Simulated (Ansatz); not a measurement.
Runs of Ansatz 0.2.0 on KF (Carobbiite). Symmetry: Fm-3m, No. 225, cubic system. The conventional cell has a = 5.344 Å, b = 5.344 Å, c = 5.344 Å, α = 90.00°, β = 90.00°, γ = 90.00°. Around K (site symmetry m-3m) lie 6 F at 2.67 Å. F (site symmetry m-3m) is surrounded by 6 K at 2.67 Å. 

```csv
task,level,potentials or basis,spin,cell,k mesh,cutoff (eV),smearing,other keys,gap on the mesh (eV),pressure (GPa),relaxed volume (Å³/atom)
density of states,RPBE,PseudoDojo standard (LDA files),off,as given,9 × 9 × 9,1143,tetrahedron,-,6.62,3.7,-
relaxation of cell and atoms,BLYP+D4,PseudoDojo standard (PBEsol files),off,relaxed,11 × 11 × 11,1143,cold 0.15 eV,kpoints.mp_grid.grid = 11 × 11 × 11; scf.occupations.method = cold; …,(c),0.0,(a)
projected density of states,wPBEh,Ansatz PAW earlier set,off,as given,5 × 5 × 5,1050,fermi-dirac 0.15 eV,-,(b),0.2,-
relaxation of cell and atoms,BLYP+D3(BJ),PseudoDojo standard (PBE files),"collinear, ferromagnetic start",relaxed from: volume scaled by 1.08,9 × 9 × 9,1143,gaussian 0.05 eV,-,6.36,0.0,18.59
projected density of states,revPBE+D3(BJ),Ansatz PAW,off,as given,9 × 9 × 9,420,fermi-dirac 0.1 eV,scf.lower_state_search = full; basis.xc_grid = 2,6.49,1.1,-
single point,r2SCAN-EpsX+D4,JTH PAW LDA,off,as given,5 × 5 × 5,1500,gaussian 0.15 eV,-,12.10,(d),-
```

Task: Estimate the missing entries.

Result: (a) 19.65; (b) 8.18; (c) 6.08; (d) -1.3.

Caveats: odd divisions of the mesh miss points on the zone boundary, where band edges often lie, so the gap on the mesh can be too wide; the potentials were made for another functional, which shifts forces and pressure (some runs); the plane-wave basis is chosen anew once the cell has moved, so the energies of steps on either side of that aren't comparable (some runs); the PAW data sets come from PBE, with cores solved anew for the run's functional, which leaves a small shift of forces and pressure (some runs); the thresholds are loose for stress (some runs); with tetrahedron occupations forces and stress needn't match the slope of the energy (some runs); the starting moments weren't kept (some runs).

A k mesh can miss the band edges.

Runs at the PBE level aren't shown here.
